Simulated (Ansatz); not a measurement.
# BeS (F-43m) in Ansatz: notebook

One crystal, BeS, is run at these levels: PBEsol; tasks: single point, equation of state.

Everything below comes from runs of Ansatz 0.2.0. Logs are shortened: lines on timing, memory, paths and dates and some standing lists are left out, and cuts for length are marked.

**1. The structure**

Symmetry: F-43m, No. 216, cubic system. The conventional cell has a = 4.850 Å, b = 4.850 Å, c = 4.850 Å, α = 90.00°, β = 90.00°, γ = 90.00°. S (site symmetry -43m) has 4 Be at 2.10 Å as nearest neighbours. Be (site symmetry -43m) is surrounded by 4 S at 2.10 Å.

**2. Single point, PBEsol, 13.40 Å³/atom (volume scaled by 0.94)**

File input.yaml:

```yaml
crystal:
  lattice:
    - [0.0, 2.3754963136, 2.3754963136]
    - [2.3754963136, 0.0, 2.3754963136]
    - [2.3754963136, 2.3754963136, 0.0]
  atoms:
    - { symbol: S, position: [0.75, 0.75, 0.75] }
    - { symbol: Be, position: [0.0, 0.0, 0.0] }
hamiltonian:
  xc: pbesol
  pseudopotentials: { kind: paw }
kpoints:
  mp_grid: { grid: [9, 9, 9] }
scf:
  occupations: { method: fermi_dirac, width: 0.05 }
output:
  forces: true
  stress: true
  eigenvalues: true
```

Potentials or basis: Ansatz PAW.

Command:

```bash
$ ansatz run input.yaml --threads 2 --pin off --max-ram 5632MiB --backend cpu --events-out ev --progress --plain --runs-dir out
```

What it wrote:

```text
Warning: RAYON_NUM_THREADS=2 ignored (pool sized by the plan → 2); use --threads N
Engine: ansatz 0.2.0, aarch64-unknown-linux-gnu
Pseudopotentials: kind: paw
Pseudopotential: S, paw, valence charge 6, recommended cutoff 420 eV (normal), S.paw.azcp
Pseudopotential: Be, paw, valence charge 2, recommended cutoff 420 eV (normal), Be.paw.azcp
Functional definition: PBEsol
  exchange = pbesol_x
  correlation = pbesol_c
Crystal: 2 atoms, lattice volume = 26.810 Å³
Basis set: ecut = 420 eV, 531 PW (Γ), exchange–correlation on 48×48×48 points (8 copies of the dense FFT grid, shifted against one another)
Bands: 8, of which v1, the nominal top of the filled ones, is band 4 counted from 1 (3 counted from 0)
Symmetry: 24 space group operations
Space group: F-43m (ITA 216), of the structure as read, at distance tolerance 3.0e-5 Å
k-points: 35 of 729 (time reversal used)
Non-local potential: S, projectors of the file, l = 0: 2, l = 1: 2, l = 2: 2
Non-local potential: Be, projectors of the file, l = 0: 2, l = 1: 2, l = 2: 1
PAW form: soft (Blöchl's): semilocal exchange-correlation on the pseudo side does not see the compensation charge
PAW frozen core: S, regenerated for the run's functional, and the local potential with it (the file was generated under x = pbe(κ = 0.804, μ = 0.2195149727645171), c = pbe(β = 0.06672455060314922))
PAW frozen core: Be, regenerated for the run's functional, and the local potential with it (the file was generated under x = pbe(κ = 0.804, μ = 0.2195149727645171), c = pbe(β = 0.06672455060314922))
PAW one-centre angular grid: S, 110 points (default); XC on 64 Gauss nodes
PAW one-centre angular grid: Be, 110 points (default); XC on 64 Gauss nodes
Initial density: superposition of atomic densities (neutral atoms: chi_scale 0, normalization atom), corrected by the library's trained network
Initial wavefunctions: pseudopotential atomic-orbital guess
Functional: x = pbesol(κ = 0.804, μ = 0.12345679012345678), c = pbesol(β = 0.046)
SCF iter   1: F=—  HF=-977.419272 eV  |F-HF|=—  |Δ(HF+E_count)|=         —  Δρ=3.77e-3  dr2=4.93e-3  ethr=1.77e-3  ⟨swp⟩=5.1  Hψ=2283  notcnv=0
preconditioner: auto → none  [insulator: Δε(μ)=2.840 eV  Ē_g=13.066 eV  σ=0.050 eV  W_gap=1.00  n_scr=0 (ndim 8)  ℏωp=20.3 eV  f_vac=0.000  D(μ)=0.00/eV (n_scr^D=0)  ε∞_Penn≈3.4]
SCF iter   2: F=—  HF=-977.417716 eV  |F-HF|=—  |Δ(HF+E_count)|=   1.56e-3  Δρ=1.30e-3  dr2=4.95e-4  ethr=6.16e-5  ⟨swp⟩=1.9  Hψ=649  notcnv=0
SCF iter   3: F=—  HF=-977.417782 eV  |F-HF|=—  |Δ(HF+E_count)|=   6.63e-5  Δρ=2.59e-4  dr2=1.10e-5  ethr=6.19e-6  ⟨swp⟩=2.0  Hψ=420  notcnv=0
SCF iter   4: F=—  HF=-977.417814 eV  |F-HF|=—  |Δ(HF+E_count)|=   3.15e-5  Δρ=3.44e-5  dr2=2.70e-7  ethr=1.38e-7  ⟨swp⟩=2.0  Hψ=394  notcnv=0
SCF iter   5: F=—  HF=-977.417814 eV  |F-HF|=—  |Δ(HF+E_count)|=   1.67e-7  Δρ=3.38e-5  dr2=3.97e-7  ethr=3.37e-9  ⟨swp⟩=2.0  Hψ=420  notcnv=0
SCF iter   6: F=-977.417814 eV  HF=-977.417814 eV  |F-HF|=5.57e-12  |Δ(HF+E_count)|=   1.44e-7  Δρ=8.40e-7  dr2=1.50e-10  ethr=1.25e-9  ⟨swp⟩=2.9  Hψ=996  notcnv=0
SCF 1 converged in 6 iterations: F = -977.417814 eV  dr2 = 1.50e-10
SCF converged after 6 iterations
Free energy (F): -977.417814 eV
Harris-Foulkes:  -977.417814 eV  (|F-HF|=5.57e-12)
Internal energy: -977.417814 eV  (E = F + TS)
E sigma→0 (E₀):  -977.417814 eV
Fermi energy:    7.465642 eV
--- Per-component energies (eV) ---
  E_band       = 5.048891
  E_kinetic    = 129.975416
  E_local      = -108.258879  (includes V_loc(G=0)·N_el)
  E_nonlocal   = 33.177075
  E_hartree    = 33.141109
  E_xc         = -116.848202
  E_vxc        = -109.652803  (∫ρ·V_xc dr)
  E_paw        = -641.586538  (= ΣΔE_a)
  E_vpaw       = -6.474066  (= ΣTr[D̂ρ^β])
  E_aug_tail   = 0.000001  (compensation charges beyond the density's cutoff)
  E_ewald      = -307.089277
  E_core_change = 0.071481  (= ΣΔE_core)
  E_smearing   = -0.000000  (= −TS)
  E_closure    = 0.000000  (closes the sum)
  Σ components = -977.417814   (vs F -977.417814, Δ=0.00e0)
--- Forces (eV/Å), atoms counted from 1 ---
  atom   1  S     -0.00000000    -0.00000000     0.00000000
  atom   2  Be    -0.00000000     0.00000000    -0.00000000
  max |Σ_I F_I| component: 4.26e-16 eV/Å
--- Stress (GPa, compression-positive) ---
        5.863247      -0.000000      -0.000000
        0.000000       5.863247       0.000000
       -0.000000       0.000000       5.863247
  P = ⅓ Tr σ = 5.8632 GPa (58.632 kbar)
--- Band table (eV; the first three rows and the last of 35) ---
  k-point 0: bands = ["-8.1101", "6.0374", "6.0374", "6.0374", "11.5812", "11.5812", "11.5812", "12.2725"]
  k-point 1: bands = ["-7.9563", "4.9704", "5.8566", "5.8566", "11.6350", "11.8969", "11.8969", "13.2960"]
  k-point 2: bands = ["-7.5207", "2.9760", "5.4745", "5.4745", "11.6458", "12.4478", "12.4478", "15.2023"]
  k-point 34: bands = ["-5.6820", "1.2606", "1.9155", "2.6882", "12.1842", "13.4713", "14.5528", "16.1567"]
```

Wall time 0.61 s (2 threads of Arm Neoverse V1, shared host); peak memory 0.26 GiB.

What came out:

* Free energy: -977.4178 eV
* Pressure: 5.9 GPa
* Band gap on the k mesh: 2.88 eV, indirect (least direct gap 5.54 eV)

Caveat: odd divisions of the mesh miss points on the zone boundary, where band edges often lie, so the gap on the mesh can be too wide; the PAW data sets come from PBE, with cores solved anew for the run's functional, which leaves a small shift of forces and pressure.

**3. Single point, PBEsol, 13.69 Å³/atom (volume scaled by 0.96)**

input.yaml: that of step 2 with these lines changed.

```diff
@@ -2,5 +2,5 @@
   lattice:
-    - [0.0, 2.3754963136, 2.3754963136]
-    - [2.3754963136, 0.0, 2.3754963136]
-    - [2.3754963136, 2.3754963136, 0.0]
+    - [0.0, 2.3922257121, 2.3922257121]
+    - [2.3922257121, 0.0, 2.3922257121]
+    - [2.3922257121, 2.3922257121, 0.0]
   atoms:
```

Potentials or basis: Ansatz PAW.

Command:

```bash
$ ansatz run input.yaml --threads 2 --pin off --max-ram 5632MiB --backend cpu --events-out ev --progress --plain --runs-dir out
```

Wall time 0.63 s (2 threads of Arm Neoverse V1, shared host); peak memory 0.27 GiB.

Results (log left out):

```yaml
Free_energy: -977.4343 eV
Pressure: 3.5 GPa
Band_gap_on_the_k_mesh: 2.93 eV, indirect (least direct gap 5.56 eV)
```

Caveat: odd divisions of the mesh miss points on the zone boundary, where band edges often lie, so the gap on the mesh can be too wide; the PAW data sets come from PBE, with cores solved anew for the run's functional, which leaves a small shift of forces and pressure.

**4. Single point, PBEsol, 13.98 Å³/atom (volume scaled by 0.98)**

input.yaml: that of step 3 with these lines changed.

```diff
@@ -2,5 +2,5 @@
   lattice:
-    - [0.0, 2.3922257121, 2.3922257121]
-    - [2.3922257121, 0.0, 2.3922257121]
-    - [2.3922257121, 2.3922257121, 0.0]
+    - [0.0, 2.4087243418, 2.4087243418]
+    - [2.4087243418, 0.0, 2.4087243418]
+    - [2.4087243418, 2.4087243418, 0.0]
   atoms:
@@ -19 +19,5 @@
   eigenvalues: true
+  write_density: true
+  write_potential: true
+  elf: true
+  volumetric_format: npy
```

Command:

```bash
$ ansatz run input.yaml --threads 2 --pin off --max-ram 5632MiB --backend cpu --events-out ev --progress --plain --runs-dir out
```

Wall time 0.82 s (2 threads of Arm Neoverse V1, shared host); peak memory 0.27 GiB.

It converged, with:

```yaml
Free_energy: -977.4427 eV
Pressure: 1.3 GPa
Band_gap_on_the_k_mesh: 2.98 eV, indirect (least direct gap 5.57 eV)
```

Caveat: odd divisions of the mesh miss points on the zone boundary, where band edges often lie, so the gap on the mesh can be too wide; the PAW data sets come from PBE, with cores solved anew for the run's functional, which leaves a small shift of forces and pressure.

**5. Single point, PBEsol, 14.26 Å³/atom**

input.yaml: that of step 4 with these lines changed.

```diff
@@ -2,5 +2,5 @@
   lattice:
-    - [0.0, 2.4087243418, 2.4087243418]
-    - [2.4087243418, 0.0, 2.4087243418]
-    - [2.4087243418, 2.4087243418, 0.0]
+    - [0.0, 2.425, 2.425]
+    - [2.425, 0.0, 2.425]
+    - [2.425, 2.425, 0.0]
   atoms:
```

Command:

```bash
$ ansatz run input.yaml --threads 2 --pin off --max-ram 5632MiB --backend cpu --events-out ev --progress --plain --runs-dir out
```

Run time: 0.83 s. Hardware: 2 threads of Arm Neoverse V1, shared host; peak memory 0.27 GiB.

Results (log left out):

```
Free energy            : -977.4436 eV
Pressure               : -0.7 GPa
Band gap on the k mesh : 3.02 eV, indirect (least direct gap 5.58 eV)
```

Caveat: odd divisions of the mesh miss points on the zone boundary, where band edges often lie, so the gap on the mesh can be too wide; the PAW data sets come from PBE, with cores solved anew for the run's functional, which leaves a small shift of forces and pressure.

**6. Single point, PBEsol, 14.55 Å³/atom (volume scaled by 1.02)**

input.yaml: that of step 5 with these lines changed.

```diff
@@ -2,5 +2,5 @@
   lattice:
-    - [0.0, 2.425, 2.425]
-    - [2.425, 0.0, 2.425]
-    - [2.425, 2.425, 0.0]
+    - [0.0, 2.4410600707, 2.4410600707]
+    - [2.4410600707, 0.0, 2.4410600707]
+    - [2.4410600707, 2.4410600707, 0.0]
   atoms:
@@ -19,5 +19 @@
   eigenvalues: true
-  write_density: true
-  write_potential: true
-  elf: true
-  volumetric_format: npy
```

Potentials or basis: Ansatz PAW.

Command:

```bash
$ ansatz run input.yaml --threads 2 --pin off --max-ram 5632MiB --backend cpu --events-out ev --progress --plain --runs-dir out
```

It took 0.63 s on 2 threads of Arm Neoverse V1, shared host; peak memory 0.27 GiB.

The run converged. Its results:

* Free energy: -977.4378 eV
* Pressure: -2.5 GPa
* Band gap on the k mesh: 3.06 eV, indirect (least direct gap 5.54 eV)

Caveat: odd divisions of the mesh miss points on the zone boundary, where band edges often lie, so the gap on the mesh can be too wide; the PAW data sets come from PBE, with cores solved anew for the run's functional, which leaves a small shift of forces and pressure.

**7. Single point, PBEsol, 14.83 Å³/atom (volume scaled by 1.04)**

input.yaml: that of step 6 with these lines changed.

```diff
@@ -2,5 +2,5 @@
   lattice:
-    - [0.0, 2.4410600707, 2.4410600707]
-    - [2.4410600707, 0.0, 2.4410600707]
-    - [2.4410600707, 2.4410600707, 0.0]
+    - [0.0, 2.4569115543, 2.4569115543]
+    - [2.4569115543, 0.0, 2.4569115543]
+    - [2.4569115543, 2.4569115543, 0.0]
   atoms:
```

Command:

```bash
$ ansatz run input.yaml --threads 2 --pin off --max-ram 5632MiB --backend cpu --events-out ev --progress --plain --runs-dir out
```

Run time: 0.63 s. Hardware: 2 threads of Arm Neoverse V1, shared host; peak memory 0.27 GiB.

Results (log left out):

* Free energy: -977.4259 eV
* Pressure: -4.2 GPa
* Band gap on the k mesh: 3.10 eV, indirect (least direct gap 5.38 eV)

Caveat: odd divisions of the mesh miss points on the zone boundary, where band edges often lie, so the gap on the mesh can be too wide; the PAW data sets come from PBE, with cores solved anew for the run's functional, which leaves a small shift of forces and pressure.

**8. Single point, PBEsol, 15.12 Å³/atom (volume scaled by 1.06)**

input.yaml: that of step 7 with these lines changed.

```diff
@@ -2,5 +2,5 @@
   lattice:
-    - [0.0, 2.4569115543, 2.4569115543]
-    - [2.4569115543, 0.0, 2.4569115543]
-    - [2.4569115543, 2.4569115543, 0.0]
+    - [0.0, 2.4725610944, 2.4725610944]
+    - [2.4725610944, 0.0, 2.4725610944]
+    - [2.4725610944, 2.4725610944, 0.0]
   atoms:
```

Command:

```bash
$ ansatz run input.yaml --threads 2 --pin off --max-ram 5632MiB --backend cpu --events-out ev --progress --plain --runs-dir out
```

It took 0.63 s on 2 threads of Arm Neoverse V1, shared host; peak memory 0.27 GiB.

Results (log left out):

```
Free energy            : -977.4084 eV
Pressure               : -5.6 GPa
Band gap on the k mesh : 3.14 eV, indirect (least direct gap 5.23 eV)
```

Caveat: odd divisions of the mesh miss points on the zone boundary, where band edges often lie, so the gap on the mesh can be too wide; the PAW data sets come from PBE, with cores solved anew for the run's functional, which leaves a small shift of forces and pressure.

**9. Equation of state, PBEsol**

Potentials or basis: Ansatz PAW.

This step only gathers the single runs of the series.

What came out:

```yaml
Equilibrium_volume: 14.15 Å³/atom
Bulk_modulus: 97 GPa
Pressure_derivative_of_the_bulk_modulus: 3.8
```

Energy against volume, from the lowest point:
| volume (Å³/atom) | energy (meV/atom) |
| --- | --- |
| 13.405 | 12.91 |
| 13.690 | 4.65 |
| 13.975 | 0.47 |
| 14.261 | 0.00 |
| 14.546 | 2.90 |
| 14.831 | 8.85 |
| 15.116 | 17.59 |
